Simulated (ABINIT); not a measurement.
# A GW chain in ABINIT: BaS (Fm-3m)

How does a plane-wave GW calculation on BaS (Fm-3m) run from the first input to the gap?

Main program and level: ABINIT 10.8.3; LDA and many-body steps on it, plane waves.

### Step 1. Starting point

Symmetry: Fm-3m, No. 225, cubic system. Conventional cell: a = 6.388 Å, b = 6.388 Å, c = 6.388 Å, α = 90.00°, β = 90.00°, γ = 90.00°. Nearest to Ba lie 6 S at 3.19 Å. Nearest to S lie 6 Ba at 3.19 Å. Farther neighbours and most contacts between anions are not listed.

The cell and positions come from the Crystallography Open Database and are kept as given unless a step says otherwise. Spin-orbit coupling is left out unless a step names it.

### Step 2. Ground state

This step: ABINIT 10.8.3; DFT, LDA, plane waves, norm-conserving pseudopotentials.

The ground-state density comes first.

The input, run.abi:

```
acell 3*1.0 Angstrom
rprim 
  0.000000000000 3.193750000000 3.193750000000
  3.193750000000 0.000000000000 3.193750000000
  3.193750000000 3.193750000000 0.000000000000
ntypat 2
znucl 56 16
natom 2
typat 1 2
xred 
  0.000000000000 0.000000000000 0.000000000000
  0.500000000000 0.500000000000 0.500000000000
pp_dirpath "pseudos"
pseudos "Ba.upf, S.upf"
ecut 21
ngkpt 6 6 6
nshiftk 1
shiftk 0 0 0
kptopt 1
chksymbreak 0
nband 13
occopt 1
tolvrs 1e-10
nstep 60
prtwf 0
optforces 0
optstress 0
indata_prefix "in"
outdata_prefix "out"
tmpdata_prefix "tmp"
```

Started as:

```sh
> OMP_NUM_THREADS=1 mpirun -n 4 abinit run.abi > log
```

Numbers of over 12 decimals in the logs are rounded to 6 here.

The log of the run:

```text
.Version 10.8.3 of ABINIT. v10.8.2 released Aug 2026.

 Symmetries : space group Fm -3 m (#225); Bravais cF (face-center cubic)
================================================================================
 Values of the parameters that define the memory need of the present run
     intxc =       0    ionmov =       0      iscf =       7    lmnmax =       6
     lnmax =       6     mgfft =      36  mpssoang =       3    mqgrid =    3001
     natom =       2  nloc_mem =       1    nspden =       1   nspinor =       1
    nsppol =       1      nsym =      48    n1xccc =    2501    ntypat =       2
    occopt =       1   xclevel =       1
-    mband =          13        mffmem =           1         mkmem =           4
       mpw =        2030          nfft =       46656          nkpt =          16
================================================================================
  Rough estimation (10% accuracy) of disk space for files :
================================================================================

--------------------------------------------------------------------------------
------------- Echo of variables that govern the present computation ------------
--------------------------------------------------------------------------------
 -outvars: echo values of preprocessed input variables --------
            acell      1.8897261259E+00  1.8897261259E+00  1.8897261259E+00 Bohr

      chksymbreak           0
             ecut      2.10000000E+01 Hartree
-          fftalg         312

              ixc       -1012
              kpt      0.00000000E+00  0.00000000E+00  0.00000000E+00
                       1.66666667E-01  0.00000000E+00  0.00000000E+00
                       3.33333333E-01  0.00000000E+00  0.00000000E+00
                       5.00000000E-01  0.00000000E+00  0.00000000E+00
                       1.66666667E-01  1.66666667E-01  0.00000000E+00
                       3.33333333E-01  1.66666667E-01  0.00000000E+00
                       5.00000000E-01  1.66666667E-01  0.00000000E+00
                      -3.33333333E-01  1.66666667E-01  0.00000000E+00
                      -1.66666667E-01  1.66666667E-01  0.00000000E+00
   [... 5 further rows ...]
                      -3.33333333E-01  3.33333333E-01  1.66666667E-01
                      -3.33333333E-01  5.00000000E-01  1.66666667E-01
         kptrlatt        6    0    0      0    6    0      0    0    6
          kptrlen      5.12113274E+01
P           mkmem           4
            natom           2
            nband          13
            ngfft          36      36      36
             nkpt          16
            nstep          60
             nsym          48
           ntypat           2
              occ      2.000000  2.000000  2.000000  2.000000  2.000000  2.000000
                       2.000000  2.000000  0.000000  0.000000  0.000000  0.000000
                       0.000000
        optforces           0
        optstress           0
            prtwf           0
            rprim      0.0000000000E+00  3.1937500000E+00  3.1937500000E+00
[...]
spgroup         225

           tolvrs      1.00000000E-10

             xred      0.0000000000E+00  0.0000000000E+00  0.0000000000E+00
[...]
znucl       56.00000   16.00000

================================================================================

 chkinp: Checking input parameters for consistency.

================================================================================
== DATASET  1 ==================================================================
-   mpi_nproc: 4, omp_nthreads: 1 (-1 if OMP is not activated)

--- !DatasetInfo
iteration_state: {dtset: 1, }
dimensions: {natom: 2, nkpt: 16, mband: 13, nsppol: 1, nspinor: 1, nspden: 1, mpw: 2030, }
cutoff_energies: {ecut:  21.0, pawecutdg:  -1.0, }
electrons: {nelect:   1.60000000E+01, charge:   0.00000000E+00, occopt:   1.00000000E+00, tsmear:   1.00000000E-02, }

 Real(R)+Recip(G) space primitive vectors, cartesian coordinates (Bohr,Bohr^-1):
 R(1)=  0.0000000  6.0353128  6.0353128  G(1)= -0.0828457  0.0828457  0.0828457
 R(2)=  6.0353128  0.0000000  6.0353128  G(2)=  0.0828457 -0.0828457  0.0828457
 R(3)=  6.0353128  6.0353128  0.0000000  G(3)=  0.0828457  0.0828457 -0.0828457
 Unit cell volume ucvol=  4.3967255E+02 bohr^3
 Angles (23,13,12)=  6.00000000E+01  6.00000000E+01  6.00000000E+01 degrees

 getcut: wavevector=  0.0000  0.0000  0.0000  ngfft=  36  36  36
         ecut(hartree)=     21.000   => boxcut(ratio)=   2.04462

--- Pseudopotential description ------------------------------------------------
- Ba Generated using ONCVPSP code by D. R. Hamann
- 56.00000  10.00000  180309                  znucl, zion, pspdat
12 -1012 2 -1 1912                            pspcod,pspxc,lmax,lloc,mmax
     nproj     2     2     2
  pspatm : epsatm=   25.95172157
         --- l  ekb(1:nproj) -->
[...]
pspatm: atomic psp has been read  and splines computed

- S Generated using ONCVPSP code by D. R. Hamann
- 16.00000   6.00000  180309                  znucl, zion, pspdat
12 -1012 2 -1 1132                            pspcod,pspxc,lmax,lloc,mmax
     nproj     2     2     2
  pspatm : epsatm=    8.64647033
         --- l  ekb(1:nproj) -->
[...]
2   -2.858321   -0.603195
 pspatm: atomic psp has been read  and splines computed

   5.53571070E+02                                ecore*ucvol(ha*bohr**3)
--------------------------------------------------------------------------------

_setup2: Arith. and geom. avg. npw (full set) are    2024.069    2024.057

================================================================================

--- !BeginCycle
iteration_state: {dtset: 1, }
solver: {iscf: 7, nstep: 60, nline: 4, wfoptalg: 0, }
tolerances: {tolvrs: 1.00E-10, }

     iter   Etot(hartree)      deltaE(h)  residm     vres2
 ETOT  1  -39.345362869927    -3.935E+01 2.207E-02 1.157E+02
 ETOT  2  -39.377119259255    -3.176E-02 1.480E-02 2.382E+01
 ETOT  3  -39.384068487205    -6.949E-03 6.597E-04 1.955E-01
 ETOT  4  -39.384114201425    -4.571E-05 2.772E-04 1.442E-03
 ETOT  5  -39.384114348094    -1.467E-07 5.393E-05 1.471E-04
 ETOT  6  -39.384114378538    -3.044E-08 2.310E-05 3.246E-06
 ETOT  7  -39.384114378862    -3.244E-10 2.049E-05 1.253E-07
 ETOT  8  -39.384114378895    -3.298E-11 9.496E-06 1.165E-09
 ETOT  9  -39.384114378895     4.192E-13 8.454E-06 1.167E-11

 At SCF step    9       vres2   =  1.17E-11 < tolvrs=  1.00E-10 =>converged.

--- !ResultsGS
iteration_state: {dtset: 1, }
comment   : Summary of ground state results
lattice_vectors:
- [  0.0000000,   6.0353128,   6.0353128, ]
- [  6.0353128,   0.0000000,   6.0353128, ]
- [  6.0353128,   6.0353128,   0.0000000, ]
lattice_lengths: [   8.53522,    8.53522,    8.53522, ]
lattice_angles: [ 60.000,  60.000,  60.000, ] # degrees, (23, 13, 12)
lattice_volume:   4.3967255E+02
convergence: {deltae:  4.192E-13, res2:  1.167E-11, residm:  8.454E-06, diffor:  0.000E+00, }
etotal    :  -3.93841144E+01
entropy   :   0.00000000E+00
fermie    :   1.28490472E-01
cartesian_stress_tensor: null
pressure_GPa: null
xred      :
- [  0.0000E+00,   0.0000E+00,   0.0000E+00, Ba]
- [  5.0000E-01,   5.0000E-01,   5.0000E-01,  S]
cartesian_forces: null
force_length_stats: {min: null, max: null, mean: null, }

 Integrated electronic density in atomic spheres:
 ------------------------------------------------
 Atom  Sphere_radius  Integrated_density
    1        2.00000          5.25005712
    2        2.00000          3.88546442
================================================================================

 ----iterations are completed or convergence reached----

 Mean square residual over all n,k,spin=   79.903E-09; max=  84.544E-07
 reduced coordinates (array xred) for    2 atoms
       0.000000000000      0.000000000000      0.000000000000
       0.500000000000      0.500000000000      0.500000000000
 rms dE/dt=  0.0000E+00; max dE/dt=  0.0000E+00; dE/dt below (all hartree)
    1       0.000000000000      0.000000000000      0.000000000000
    2       0.000000000000      0.000000000000      0.000000000000

 cartesian coordinates (angstrom) at end:
    1      0.000000     0.000000     0.000000
    2      3.193750     3.193750     3.193750
 length scales=  1.889726125908  1.889726125908  1.889726125908 bohr
              =  1.000000000000  1.000000000000  1.000000000000 angstroms
 prteigrs : about to open file out_EIG
 Fermi (or HOMO) energy (hartree) =   0.12849   Average Vxc (hartree)=  -0.33729
 Eigenvalues (hartree) for nkpt=  16  k points:
 kpt#   1, nband= 13, wtk=  0.00463, kpt=  0.0000  0.0000  0.0000 (reduced coord)
  -0.83003   -0.27821   -0.27821   -0.27821   -0.25031    0.12849    0.12849    0.12849
   0.25058    0.26618    0.26618    0.26618    0.30232
 prteigrs : prtvol=0 or 1, do not print more k-points.

--- !EnergyTerms
iteration_state     : {dtset: 1, }
comment             : Components of total free energy in Hartree
kinetic             :  1.03748933747367E+01
hartree             :  4.57530464122956E+00
xc                  : -9.85663958915368E+00
Ewald energy        : -3.12456541786108E+01
psp_core            :  1.25905306829762E+00
local_psp           : -1.95224739187241E+01
non_local_psp       :  5.03140222332998E+00
total_energy        : -3.93841143788947E+01
total_energy_eV     : -1.07169634832000E+03
band_energy         : -3.26265714020710E+00

== END DATASET(S) ==============================================================
================================================================================

 -outvars: echo values of variables after computation  --------
           etotal     -3.9384114379E+01
            nband          13
             nkpt          16
          spgroup         225
 [... the other variables as echoed above ...]

 Calculation completed.
```

Elapsed: 11 s, on 4 MPI ranks of Arm Neoverse N1, shared host; peak memory 0.26 GiB.

Numbers from this step:

* total energy: -1071.6963 eV
* gap: 1.948 eV
* k of the valence top: 0, 0, 0
* k of the conduction bottom: 0.5, 0.5, 0
* least direct gap: 2.079 eV

The gap is indirect, with the least direct gap 0.13 eV higher.

(Part 1 of 3 ends here.)

[Paths, hosts, dates, memory and timing lines, banners, echoed tables and standing remarks are left out of the program output.]

[Logs are printed without paths, hosts, clocks, repeated set-up lines and the standing remarks that a program may print on its own settings, such as how far it seeks lower states.]

[Runs of the session that timed out or met a known fault of the program may be left out.]

[Hosts, paths, dates, database ids (printed as entryN), source tags and the programs' standing remarks are cut or masked in the printed files.]

[G0W0 gaps are taken among the corrected bands and points alone; a level outside them can change the order at an edge.]

[Where Ansatz stands beside ABINIT at settings called matched, ABINIT's density can come from a denser mesh and the files from another edition; pairs whose starting gaps differed by over 0.03 eV were left out, so agreement reads better than it is.]
